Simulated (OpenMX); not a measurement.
A run of OpenMX 3.8.5:

The input Ti.dat:

```
System.CurrrentDirectory             ./
System.Name                          Ti
DATA.PATH                            ./DFT_DATA13
level.of.stdout                      1
level.of.fileout                     0
Species.Number                       1
<Definition.of.Atomic.Species
  Ti  Ti9.0-s3p2d1           Ti_CA13
Definition.of.Atomic.Species>

Atoms.Number                         1
Atoms.SpeciesAndCoordinates.Unit     Ang
<Atoms.SpeciesAndCoordinates
    1  Ti   -0.0305103619   -0.0374345087   -0.0484909470   6.000  6.000
Atoms.SpeciesAndCoordinates>

Atoms.UnitVectors.Unit               Ang
<Atoms.UnitVectors
    -0.0272850000    2.0790550000    2.0348930000
     2.0097350000   -0.0075470000    2.0151560000
     1.9868600000    2.0364430000    0.0153270000
Atoms.UnitVectors>

scf.XcType                           LDA
scf.SpinPolarization                 off
scf.ElectronicTemperature            580.226
scf.energycutoff                     400.0
scf.maxIter                          100
scf.EigenvalueSolver                 band
scf.Kgrid                            11 11 11
scf.Mixing.Type                      rmm-diisk
scf.Init.Mixing.Weight               0.05
scf.Min.Mixing.Weight                0.001
scf.Max.Mixing.Weight                0.3
scf.Mixing.History                   25
scf.Mixing.StartPulay                8
scf.criterion                        1.0e-8
scf.stress.tensor                    on
MD.Type                              nomd
Dos.fileout                          on
Dos.Erange                           -10.0 10.0
Dos.Kgrid                            14 14 14
```

Contents of dos.in:

```
1
1
```

The input pdos.in:

```
1
2
1
```

Potentials or basis: OpenMX 2013 LDA set, Ti9.0-s3p2d1, grid cutoff 400 Ry.

Command:

```sh
$ openmx Ti.dat -nt 1 > Ti.std
$ DosMain Ti.Dos.val Ti.Dos.vec < dos.in
$ DosMain Ti.Dos.val Ti.Dos.vec < pdos.in
```

Hardware: 1 thread of Arm Neoverse V1, on a shared host.

**Question.** How long does it take, and how much memory?

**Answer.** Wall time 98 s on 1 thread of Arm Neoverse V1, on a shared host, peak memory 0.72 GiB. Counts: k points 666, basis 14, scf iterations 15.
